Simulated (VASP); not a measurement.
A run of VASP 6.6.1 is set up as follows.

Contents of INCAR:

```
  ALGO = Normal
  EDIFF = 1E-7
  ENCUT = 520
  GGA = PE
  ISIF = 2
  ISMEAR = 0
  LASPH = True
  LCHARG = False
  LREAL = False
  LWAVE = False
  NBANDS = 18
  NELM = 100
  PREC = Accurate
  SIGMA = 0.1
```

File KPOINTS:

```
k-points
0
Gamma
  8 8 8
```

Contents of POSCAR:

```
I
1.0
    5.0508787608      0.0000000000      0.0000000000
    0.0000000000      5.0508787608      0.0000000000
    0.0000000000      0.0000000000      5.0508787608
I
3
Direct
    0.5000000000      0.0000000000      0.0000000000
    0.0000000000      0.5000000000      0.0000000000
    0.0000000000      0.0000000000      0.5000000000
```

Potentials or basis: VASP PAW PBE potentials, release 64 (I).

Run with:

```bash
$ cat potpaw_PBE.64/I/POTCAR > POTCAR
$ mpirun -np 1 vasp_std > vasp.out
```

Question: What does it give for the pressure?

Answer: 0.0 GPa.

Question: What does it give for the band gap on the k mesh?

Answer: None (metal or under the smearing width).

Caveat: an odd number of electrons without spin polarisation forces a metal; a magnetic or distorted state may lie lower. Spin-orbit coupling is left out, which matters for the levels of I.
